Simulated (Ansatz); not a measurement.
# Selenium (diamond) across density functionals

All rows: Ansatz, plane waves with scalar-relativistic PAW, 420 eV (500 eV for the SCAN forms), relaxed under each functional, no dispersion correction, no zero-point motion. B₀ comes from uniform scaling at fixed shape; a dash is a value not given.

```
functional  V (Å³/atom)         cell  B₀ (GPa)     magnetic state  ΔE to trigonal (grey) selenium (meV/atom)
       PBE        31.77  a = 6.334 Å        39  spin not included                                        509
    r²SCAN        31.11  a = 6.290 Å        42  spin not included                                        670
    PBEsol        30.14  a = 6.224 Å        44  spin not included                                        538
       LDA        29.33  a = 6.168 Å        47  spin not included                                        556
    revPBE        32.66  a = 6.393 Å        36  spin not included                                        576
      RPBE        32.98  a = 6.414 Å        35  spin not included                                        593
      BLYP        34.22  a = 6.493 Å        33  spin not included                                        488
```

LDA gives the smallest volume and BLYP the largest.
